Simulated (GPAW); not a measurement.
Runs of GPAW 26.7.0 on C. Symmetry: P4/mmm, No. 123, tetragonal system. Conventional cell: a = 4.255 Å, b = 4.255 Å, c = 1.282 Å, α = 90.00°, β = 90.00°, γ = 90.00°. Around C (site symmetry 4/mmm) lie 2 C at 1.28 Å. The cell was built by a generator and needn't be a form met in nature.

```tsv
level	gap on the mesh (eV)	pressure (GPa)	relaxed volume (Å³/atom)
PBE+D3	none	-0.1	14.05
PBE+D3M(BJ)	none	0.0	(a)
PBE+D3(op)	none	0.0	13.51
PBE+D3(BJ)	none	0.0	13.51
PBE+D3(BJ)+ATM	none	0.0	13.52
PBE	none	0.1	15.01
```

Alike in all rows: task relaxation of cell and atoms; potentials or basis GPAW PAW data sets (gpaw-data 1.2.1), pw; no spin polarisation; cell relaxed; k mesh 6 × 6 × 20; cutoff (eV) 800; smearing fermi-dirac 0.05 eV.

Estimate the missing entries.

(a) 13.22.

Caveats: later steps reuse the first step's grids; the volume moved by over 15 % at a fixed basis, so the end points are rough; pairwise dispersion overbinds metals, which lowers pressure and volume (some runs).

A gap of «none» marks a metal or a gap under the smearing width.
